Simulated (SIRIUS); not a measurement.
This SIRIUS 7.12.0 run on WS2 (Tungstenite) needs a look.

Contents of sirius.json:

```json
{
  "control": {
    "processing_unit": "cpu",
    "std_evp_solver_name": "lapack",
    "gen_evp_solver_name": "lapack",
    "verbosity": 2,
    "print_forces": true,
    "ortho_rf": true,
    "use_second_variation": true,
    "rmt_max": 3.0,
    "num_bands_to_print": 24,
    "save_wf": true
  },
  "parameters": {
    "electronic_structure_method": "full_potential_lapwlo",
    "xc_functionals": ["XC_GGA_X_PBE", "XC_GGA_C_PBE"],
    "core_relativity": "dirac",
    "valence_relativity": "iora",
    "num_fv_states": 93,
    "smearing": "gaussian",
    "smearing_width": 0.0018374661,
    "pw_cutoff": 20,
    "gk_cutoff": 3.87,
    "lmax_apw": 11,
    "lmax_rho": 8,
    "lmax_pot": 8,
    "num_mag_dims": 3,
    "auto_rmt": 0,
    "ngridk": [3, 3, 1],
    "shiftk": [0, 0, 0],
    "num_dft_iter": 60,
    "energy_tol": 1e-07,
    "density_tol": 1e-05,
    "use_symmetry": true,
    "so_correction": true,
    "extra_charge": 4
  },
  "settings": {"tol_ne": 1e-10},
  "iterative_solver": {"type": "exact"},
  "mixer": {"type": "anderson", "beta": 0.4, "max_history": 8},
  "unit_cell": {
    "lattice_vectors": [
      [0.999931581729, -0.009809780262, -0.00637181835],
      [-0.508461184738, 0.857428200735, 0.005424436964],
      [-0.025046181116, 0.010160720029, 3.898717127941]
    ],
    "atom_types": ["S", "W"],
    "atom_files": {"S": "S.json", "W": "W.json"},
    "atoms": {
      "S": [
        [0.6666666667, 0.3333333333, 0.375, 0.0, 0.0, 0.0],
        [0.3333333333, 0.6666666667, 0.875, 0.0, 0.0, 0.0],
        [0.6666666667, 0.3333333333, 0.125, 0.0, 0.0, 0.0],
        [0.3333333333, 0.6666666667, 0.625, 0.0, 0.0, 0.0]
      ],
      "W": [[0.6666666667, 0.3333333333, 0.75, 0.0, 0.0, 0.0], [0.3333333333, 0.6666666667, 0.25, 0.0, 0.0, 0.0]]
    },
    "lattice_vectors_scale": 6.0578540816
  }
}
```

Contents of S.json:

```json
{
  "name": "sulphur",
  "symbol": "S",
  "number": 16,
  "mass": 32.065,
  "rmin": 1e-06,
  "rmt": 2.07,
  "nrmt": 800,
  "rinf": 13.52,
  "core": "1s",
  "valence": [
    {"basis": [{"enu": 0.05, "dme": 0, "n": 0, "auto": 0}, {"enu": 0.05, "dme": 1, "n": 0, "auto": 0}]},
    {"l": 0, "n": 1, "basis": [{"enu": 0.0134, "dme": 0, "n": 0, "auto": 0}]},
    {"l": 1, "n": 2, "basis": [{"enu": 0.15, "dme": 0, "n": 0, "auto": 0}]},
    {"l": 2, "n": 3, "basis": [{"enu": 0.15, "dme": 0, "n": 0, "auto": 0}]}
  ],
  "lo": [
    {
      "l": 0,
      "basis": [{"enu": 0.0134, "dme": 0, "n": 0, "auto": 0}, {"enu": 0.0134, "dme": 1, "n": 0, "auto": 0}]
    },
    {
      "l": 0,
      "basis": [{"enu": -7.3263, "dme": 0, "n": 2, "auto": 1}, {"enu": -7.3263, "dme": 1, "n": 2, "auto": 1}]
    },
    {"l": 1, "basis": [{"enu": 0.15, "dme": 0, "n": 0, "auto": 0}, {"enu": 0.15, "dme": 1, "n": 0, "auto": 0}]},
    {
      "l": 1,
      "basis": [{"enu": -5.3382, "dme": 0, "n": 2, "auto": 1}, {"enu": -5.3382, "dme": 1, "n": 2, "auto": 1}]
    },
    {
      "l": 1,
      "basis": [{"enu": -5.3382, "dme": 1, "n": 2, "auto": 1}, {"enu": 0.15, "dme": 0, "n": 0, "auto": 0}]
    },
    {"l": 2, "basis": [{"enu": 0.15, "dme": 0, "n": 0, "auto": 0}, {"enu": 0.15, "dme": 1, "n": 0, "auto": 0}]}
  ],
  "free_atom": [... radial grid and density of the free atom, the start of the SCF ...]
}
```

File W.json:

```json
{
  "name": "tungsten",
  "symbol": "W",
  "number": 74,
  "mass": 183.84,
  "rmin": 1e-06,
  "rmt": 2.38,
  "nrmt": 800,
  "rinf": 14.93,
  "core": "1s2s2p3s3p3d4s4p4d",
  "valence": [
    {"basis": [{"enu": 0.05, "dme": 0, "n": 0, "auto": 0}, {"enu": 0.05, "dme": 1, "n": 0, "auto": 0}]},
    {"l": 0, "n": 1, "basis": [{"enu": 0.15, "dme": 0, "n": 0, "auto": 0}]},
    {"l": 1, "n": 2, "basis": [{"enu": 0.15, "dme": 0, "n": 0, "auto": 0}]},
    {"l": 2, "n": 3, "basis": [{"enu": 0.15, "dme": 0, "n": 0, "auto": 0}]},
    {"l": 3, "n": 4, "basis": [{"enu": 0.15, "dme": 0, "n": 0, "auto": 0}]},
    {"l": 4, "n": 5, "basis": [{"enu": 0.15, "dme": 0, "n": 0, "auto": 0}]}
  ],
  "lo": [
    {"l": 0, "basis": [{"enu": 0.15, "dme": 0, "n": 0, "auto": 0}, {"enu": 0.15, "dme": 1, "n": 0, "auto": 0}]},
    {
      "l": 0,
      "basis": [{"enu": -2.5775, "dme": 0, "n": 5, "auto": 1}, {"enu": -2.5775, "dme": 1, "n": 5, "auto": 1}]
    },
    {
      "l": 0,
      "basis": [{"enu": -2.5775, "dme": 1, "n": 5, "auto": 1}, {"enu": 0.15, "dme": 0, "n": 0, "auto": 0}]
    },
    {"l": 1, "basis": [{"enu": 0.15, "dme": 0, "n": 0, "auto": 0}, {"enu": 0.15, "dme": 1, "n": 0, "auto": 0}]},
    {
      "l": 1,
      "basis": [{"enu": -1.2674, "dme": 0, "n": 5, "auto": 1}, {"enu": -1.2674, "dme": 1, "n": 5, "auto": 1}]
    },
    {
      "l": 1,
      "basis": [{"enu": -1.2674, "dme": 1, "n": 5, "auto": 1}, {"enu": 0.15, "dme": 0, "n": 0, "auto": 0}]
    },
    {"l": 2, "basis": [{"enu": 0.15, "dme": 0, "n": 0, "auto": 0}, {"enu": 0.15, "dme": 1, "n": 0, "auto": 0}]},
    {"l": 3, "basis": [{"enu": 0.15, "dme": 0, "n": 0, "auto": 0}, {"enu": 0.15, "dme": 1, "n": 0, "auto": 0}]},
    {
      "l": 3,
      "basis": [{"enu": -0.9162, "dme": 0, "n": 4, "auto": 1}, {"enu": -0.9162, "dme": 1, "n": 4, "auto": 1}]
    },
    {
      "l": 3,
      "basis": [{"enu": -0.9162, "dme": 1, "n": 4, "auto": 1}, {"enu": 0.15, "dme": 0, "n": 0, "auto": 0}]
    },
    {"l": 4, "basis": [{"enu": 0.15, "dme": 0, "n": 0, "auto": 0}, {"enu": 0.15, "dme": 1, "n": 0, "auto": 0}]}
  ],
  "free_atom": [... radial grid and density of the free atom, the start of the SCF ...]
}
```

Potentials or basis: all-electron FP-LAPW, apw+lo lean.

Command:

```sh
$ OMP_NUM_THREADS=1 sirius.scf --input=sirius.json --output=output.json
```

Output:

```text
[info] SIRIUS version : 7.12.0
[info] number of MPI ranks           : 1
[info] MPI grid                      : 1 1
[info] maximum number of OMP threads : 1
[fft] FFT context for density and potential
[fft] =====================================
[fft]   plane wave cutoff                     : 20
[fft]   grid size                             : 45 45 160   total : 324000
[fft]   grid limits                           : -22 22   -22 22   -79 80
[fft]   number of G-vectors within the cutoff : 99779
[fft]   number of G-shells                    : 49890
[fft] FFT context for coarse grid
[fft] =====================================
[fft]   plane wave cutoff                     : 7.74
[fft]   grid size                             : 18 18 64   total : 20736
[fft]   grid limits                           : -8 9   -8 9   -31 32
[fft]   number of G-vectors within the cutoff : 5825
[fft]   number of G-shells                    : 2913
[unit cell] lattice vectors
[... 274 lines left out ...]
[generate_radial_functions] augmented waves
[generate_radial_functions] local orbitals
[generate_radial_functions] {l: 0, n: 2, enu: -7.29654, dme: 0, auto: 1}
[generate_radial_functions] {l: 0, n: 2, enu: -7.29654, dme: 1, auto: 1}
[generate_radial_functions] {l: 1, n: 2, enu: -5.26803, dme: 0, auto: 1}
[generate_radial_functions] {l: 1, n: 2, enu: -5.26803, dme: 1, auto: 1}
[generate_radial_functions] {l: 1, n: 2, enu: -5.26803, dme: 1, auto: 1}
[generate_radial_functions] Atom : S, class id : 1
[generate_radial_functions] augmented waves
[generate_radial_functions] local orbitals
[generate_radial_functions] {l: 0, n: 2, enu: -7.29675, dme: 0, auto: 1}
[generate_radial_functions] {l: 0, n: 2, enu: -7.29675, dme: 1, auto: 1}
[... 294 lines left out ...]
[generate_radial_functions] {l: 1, n: 2, enu: -5.31761, dme: 0, auto: 1}
[generate_radial_functions] {l: 1, n: 2, enu: -5.31761, dme: 1, auto: 1}
[generate_radial_functions] {l: 1, n: 2, enu: -5.31761, dme: 1, auto: 1}
[generate_radial_functions] Atom : W, class id : 2
[generate_radial_functions] augmented waves
[generate_radial_functions] local orbitals
[generate_radial_functions] {l: 0, n: 5, enu: -2.52363, dme: 0, auto: 1}
[generate_radial_functions] {l: 0, n: 5, enu: -2.52363, dme: 1, auto: 1}
[generate_radial_functions] {l: 0, n: 5, enu: -2.52363, dme: 1, auto: 1}
[generate_radial_functions] {l: 1, n: 5, enu: -1.19583, dme: 0, auto: 1}
[generate_radial_functions] {l: 1, n: 5, enu: -1.19583, dme: 1, auto: 1}
[generate_radial_functions] {l: 1, n: 5, enu: -1.19583, dme: 1, auto: 1}
[generate_radial_functions] {l: 3, n: 4, enu: -0.848403, dme: 0, auto: 1}
[generate_radial_functions] {l: 3, n: 4, enu: -0.848403, dme: 1, auto: 1}
[generate_radial_functions] {l: 3, n: 4, enu: -0.848403, dme: 1, auto: 1}
```

Task: What happened, and what is wrong with the input?

Result: The calculation hadn't finished when its time ran out. The input holds a flaw that was put in on purpose: large extra charge in a bulk cell (parameters.extra_charge = 4).
